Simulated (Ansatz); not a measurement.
**Eigenvalues along a path: VN (rocksalt type)**

```yaml
crystal:
  lattice:
    - [0.00000, 2.03721, 2.03721]
    - [2.03721, 0.00000, 2.03721]
    - [2.03721, 2.03721, 0.00000]
  atoms:
    - { symbol: V, position: [0.00000, 0.00000, 0.00000] }
    - { symbol: N, position: [0.50000, 0.50000, 0.50000] }
```

The cell comes from a relaxation on PAW files under the same functional, begun from a prototype that needn't be the stable phase.

All numbers are PBEsol results (scalar-relativistic) from Ansatz 0.2.0, with a Γ-centred 17×17×17 k mesh, Fermi–Dirac smearing of 0.1 eV, no spin polarisation. Methods: LAPW: all electrons, basis error target 1 meV/atom.

Path points, in fractions of the reciprocal vectors: Γ (0.000, 0.000, 0.000), X (0.500, 0.000, 0.500), U (0.625, 0.250, 0.625), K (0.375, 0.375, 0.750), L (0.500, 0.500, 0.500), W (0.500, 0.250, 0.750). The distance column jumps between branches of the path. Levels in eV from the Fermi level; bands 9 to 18, counted from the lowest band of the run. The gap is zero, the pressure -0.09 GPa.

```
# k(1/Å) point b9 b10 b11 b12 b13 b14 b15 b16 b17 b18
0.000 Γ -18.20 -2.29 -2.29 -2.29 -1.63 -1.63 -1.63 -0.51 -0.51 6.34
0.220 - -18.05 -3.54 -2.82 -2.82 -1.78 -0.96 -0.96 -0.46 0.61 6.71
0.441 - -17.66 -5.22 -3.39 -3.39 -2.17 -0.33 -0.03 -0.03 1.90 7.77
0.661 - -17.14 -6.54 -3.74 -3.74 -2.70 -0.12 0.76 0.76 2.77 9.15
0.881 - -16.68 -7.25 -3.89 -3.89 -3.24 0.11 1.26 1.26 3.25 10.30
1.102 - -16.43 -7.33 -3.88 -3.88 -3.68 0.32 1.42 1.42 3.35 10.81
1.322 - -16.36 -7.03 -3.97 -3.79 -3.79 0.48 1.37 1.37 3.11 10.79
1.542 X -16.36 -6.84 -4.07 -3.75 -3.75 0.53 1.33 1.33 2.94 10.73
1.620 - -16.35 -6.84 -4.33 -3.80 -3.50 0.61 1.32 1.33 2.94 10.77
1.698 - -16.31 -6.83 -4.71 -3.95 -3.15 0.82 1.30 1.34 2.95 10.90
1.776 - -16.26 -6.82 -5.12 -4.17 -2.79 1.15 1.25 1.35 2.95 11.10
1.854 - -16.19 -6.80 -5.54 -4.43 -2.41 1.20 1.37 1.55 2.95 11.36
1.932 - -16.10 -6.78 -5.96 -4.70 -2.03 1.13 1.39 2.00 2.93 11.62
2.009 - -16.00 -6.75 -6.37 -4.97 -1.64 1.04 1.40 2.48 2.90 11.80
2.087 U -15.90 -6.76 -6.70 -5.22 -1.24 0.94 1.41 2.86 2.97 11.75
3.032 K -15.90 -6.76 -6.70 -5.22 -1.24 0.94 1.41 2.86 2.97 11.75
3.265 - -15.68 -7.68 -6.49 -5.80 -0.07 0.55 1.38 2.63 4.30 10.72
3.499 - -15.76 -7.97 -6.11 -6.04 0.08 0.71 1.18 2.33 5.08 9.73
3.733 - -16.23 -7.49 -5.89 -5.54 -0.43 0.71 0.81 1.98 4.94 9.17
3.966 - -16.91 -6.40 -5.35 -4.79 -0.90 0.15 0.28 1.43 3.89 8.61
4.200 - -17.57 -4.93 -4.42 -3.89 -1.29 -0.54 -0.36 0.74 2.31 7.68
4.434 - -18.03 -3.37 -3.21 -2.95 -1.54 -1.14 -1.06 -0.03 0.60 6.74
4.667 Γ -18.20 -2.29 -2.29 -2.29 -1.63 -1.63 -1.63 -0.51 -0.51 6.34
4.858 - -18.09 -3.06 -2.91 -2.91 -1.45 -1.45 -1.15 0.10 0.10 6.61
5.049 - -17.77 -4.30 -3.85 -3.85 -1.16 -1.16 -0.65 1.24 1.24 7.26
5.240 - -17.27 -5.64 -4.70 -4.70 -0.76 -0.76 -0.21 2.42 2.42 7.91
5.430 - -16.66 -6.95 -5.40 -5.40 -0.28 -0.28 0.26 3.52 3.52 8.03
5.621 - -16.02 -8.09 -5.92 -5.92 0.18 0.18 0.81 4.43 4.43 7.44
5.812 - -15.49 -8.91 -6.24 -6.24 0.53 0.53 1.34 5.05 5.05 6.65
6.003 L -15.28 -9.22 -6.34 -6.34 0.66 0.66 1.59 5.27 5.27 6.29
6.159 - -15.31 -9.13 -6.34 -6.30 0.58 0.66 1.54 4.98 5.18 6.70
6.314 - -15.39 -8.86 -6.35 -6.19 0.40 0.63 1.45 4.48 4.91 7.58
6.470 - -15.51 -8.45 -6.36 -6.04 0.21 0.53 1.37 3.92 4.51 8.68
6.626 - -15.63 -7.93 -6.37 -5.90 0.10 0.37 1.36 3.35 4.02 9.88
6.782 - -15.75 -7.35 -6.40 -5.85 0.09 0.22 1.36 2.85 3.53 11.07
6.937 - -15.82 -6.80 -6.42 -5.97 0.13 0.16 1.35 2.49 3.16 12.03
7.093 W -15.85 -6.43 -6.43 -6.19 0.15 0.15 1.33 2.35 3.02 12.43
7.203 - -15.88 -6.57 -6.23 -6.09 -0.33 0.55 1.33 2.29 3.02 12.33
7.314 - -15.95 -6.68 -5.99 -5.82 -0.89 0.86 1.33 2.12 3.01 12.33
7.424 - -16.06 -6.75 -5.69 -5.39 -1.49 1.07 1.33 1.83 2.99 12.08
7.534 - -16.17 -6.79 -5.33 -4.87 -2.11 1.21 1.33 1.45 2.97 11.51
7.644 - -16.27 -6.82 -4.92 -4.34 -2.73 1.03 1.28 1.33 2.96 11.08
7.754 - -16.34 -6.83 -4.46 -3.92 -3.32 0.68 1.32 1.33 2.94 10.82
7.864 X -16.36 -6.84 -4.07 -3.75 -3.75 0.53 1.33 1.33 2.94 10.73
```
